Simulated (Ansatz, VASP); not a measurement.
**TaN in VASP and in Ansatz**

The input INCAR:

```
SYSTEM = TaN
  ALGO = Normal
  EDIFF = 1E-6
  ENCUT = 520
  GGA = PE
  GGA_COMPAT = .FALSE.
  ISIF = 2
  ISMEAR = -1
  LASPH = .TRUE.
  LCHARG = .FALSE.
  LMAXMIX = 4
  LORBIT = 11
  LREAL = .FALSE.
  LSORBIT = .TRUE.
  LWAVE = .FALSE.
  MAGMOM = 0 0 0 0 0 0 0 0 0 0 0 0
  NELM = 60
  PREC = Accurate
  SIGMA = 0.05
```

File KPOINTS:

```
k-points
0
G
  7 7 4
  0 0 0
```

The input POSCAR:

```
TaN
1.0
    2.9217699809      0.0000000000      0.0000000000
   -1.4608849905      2.5303270275      0.0000000000
    0.0000000000      0.0000000000      5.9165150000
Ta N
2 2
Direct
    0.0000000000      0.0000000000      0.5000000000
    0.0000000000      0.0000000000      0.0000000000
    0.3333333333      0.6666666667      0.2500000000
    0.6666666667      0.3333333333      0.7500000000
```

Contents of KPOINTS_OPT:

```
path GMKGALHA,LM,KH
10
line-mode
reciprocal
 0.0000000000  0.0000000000  0.0000000000  G
 0.5000000000  0.0000000000  0.0000000000  M

 0.5000000000  0.0000000000  0.0000000000  M
 0.3333333333  0.3333333333  0.0000000000  K

 0.3333333333  0.3333333333  0.0000000000  K
 0.0000000000  0.0000000000  0.0000000000  G

 0.0000000000  0.0000000000  0.0000000000  G
 0.0000000000  0.0000000000  0.5000000000  A

 0.0000000000  0.0000000000  0.5000000000  A
 0.5000000000  0.0000000000  0.5000000000  L

 0.5000000000  0.0000000000  0.5000000000  L
 0.3333333333  0.3333333333  0.5000000000  H

 0.3333333333  0.3333333333  0.5000000000  H
 0.0000000000  0.0000000000  0.5000000000  A

 0.5000000000  0.0000000000  0.5000000000  L
 0.5000000000  0.0000000000  0.0000000000  M

 0.3333333333  0.3333333333  0.0000000000  K
 0.3333333333  0.3333333333  0.5000000000  H
```

File input.yaml:

```yaml
crystal:
  lattice:
    - [2.9217699809, 0.0, 0.0]
    - [-1.4608849905, 2.5303270275, 0.0]
    - [0.0, 0.0, 5.916515]
  atoms:
    - { symbol: Ta, position: [0.0, 0.0, 0.5] }
    - { symbol: Ta, position: [0.0, 0.0, 0.0] }
    - { symbol: "N", position: [0.3333333333, 0.6666666667, 0.25] }
    - { symbol: "N", position: [0.6666666667, 0.3333333333, 0.75] }
hamiltonian:
  xc: pbe
  pseudopotentials: { kind: paw_fr }
magnetization:
  noncollinear: true
  spin_orbit: true
kpoints:
  mp_grid: { grid: [7, 7, 4] }
  band_path:
    path:
      - [[0.0, 0.0, 0.0], [0.5, 0.0, 0.0], [0.3333333333, 0.3333333333, 0.0], [0.0, 0.0, 0.0], [0.0, 0.0, 0.5], [0.5, 0.0, 0.5], [0.3333333333, 0.3333333333, 0.5], [0.0, 0.0, 0.5]]
      - [[0.5, 0.0, 0.5], [0.5, 0.0, 0.0]]
      - [[0.3333333333, 0.3333333333, 0.0], [0.3333333333, 0.3333333333, 0.5]]
    npoints: 14
scf:
  occupations: { method: fermi_dirac, width: 0.05 }
  n_extra_bands: 10
output:
  forces: true
  stress: true
  eigenvalues: true
  fatbands: true
```

The cell comes from a database or a generator and needn't be the stable form of this composition.

Alike in both runs: task band structure; functional PBE; k mesh 7 × 7 × 4; occupations fermi-dirac, width 0.05 eV; spin-orbit coupling, no magnetisation.

|  | VASP | Ansatz |
| --- | --- | --- |
| version | VASP 6.6.1 | Ansatz 0.2.0 |
| potentials or method | VASP PAW PBE potentials, release 64 (Ta_pv, N) | Ansatz PAW |
| plane-wave cutoff (eV) | 520 | 420 |
| valence electrons in the cell | 32 | 36 |

|  | VASP | Ansatz | Ansatz less VASP |
| --- | --- | --- | --- |
| gap on the k mesh at the Fermi level (eV) | none | none | - |
| pressure (GPa) | 0.1 | -1.3 | -1.32 |
| largest component of the traceless stress (GPa) | 1.34 | 1.27 | -0.069 |

A gap of «none» marks a metal or a gap that the smearing closes. The two sets of potentials don't hold the same shells in valence.

Caveats: the pressure holds a Pulay correction of +0.4 GPa for the finite cutoff (Ansatz).
